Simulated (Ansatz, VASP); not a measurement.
Given: the input of a run of Ansatz 0.2.0 on As.

input.yaml

```yaml
crystal:
  lattice:
    - [1.8932528703, 1.0930700543, 3.5373346065]
    - [-1.8932528703, 1.0930700543, 3.5373346065]
    - [0.0, -2.1861401086, 3.5373346065]
  atoms:
    - { symbol: As, position: [0.226, 0.226, 0.226] }
    - { symbol: As, position: [0.774, 0.774, 0.774] }
kpoints:
  mp_grid: { grid: [9, 9, 9] }
scf:
  occupations: { method: fermi_dirac, width: 0.05 }
hamiltonian:
  xc: lda
  pseudopotentials: { kind: all_electron, lapw: { basis_error: 0.001 } }
output:
  forces: true
  stress: true
  eigenvalues: true
```

Potentials or basis: all-electron LAPW, scalar-relativistic.

Run with:

```console
$ ansatz run input.yaml --threads 1 --pin off --max-ram 3072MiB --backend cpu --events-out ev --progress --plain --runs-dir out
```

Q: Translate it to VASP 6.6.1. Potentials there: VASP PAW LDA potentials, release 64 (As).

A: As run (the cutoff follows the program's own potentials):

Contents of INCAR:

```
SYSTEM = As
  ALGO = Normal
  EDIFF = 1E-6
  ENCUT = 520
  GGA = CA
  ISIF = 2
  ISMEAR = -1
  LASPH = .TRUE.
  LCHARG = .FALSE.
  LREAL = .FALSE.
  LWAVE = .FALSE.
  NBANDS = 12
  NELM = 60
  PREC = Accurate
  SIGMA = 0.05
```

File KPOINTS:

```
k-points
0
G
  9 9 9
  0 0 0
```

Contents of POSCAR:

```
As
1.0
    1.8932528703      1.0930700543      3.5373346065
   -1.8932528703      1.0930700543      3.5373346065
    0.0000000000     -2.1861401086      3.5373346065
As
2
Direct
    0.2260000000      0.2260000000      0.2260000000
    0.7740000000      0.7740000000      0.7740000000
```

Potentials or basis: VASP PAW LDA potentials, release 64 (As).

Command:

```console
$ cat potpaw_LDA.64/As/POTCAR > POTCAR
$ mpirun -np 1 vasp_std > vasp.out
```

Both were run:

|  | VASP | Ansatz | Ansatz less VASP |
| --- | --- | --- | --- |
| gap on the k mesh at the Fermi level (eV) | none | none | - |
| pressure (GPa) | -2.4 | -2.8 | -0.37 |
| largest component of the traceless stress (GPa) | 0.09 | 0.04 | -0.053 |
| rms of the force components (eV/Å) | 0.115 | 0.077 | -0.0387 |

Atom by atom the forces differ by 0.039 eV/Å (rms over components). A gap of «none» marks a metal or a gap that the smearing closes. Ansatz ran all-electron here, so the differences hold the error of VASP's frozen core and of both bases.
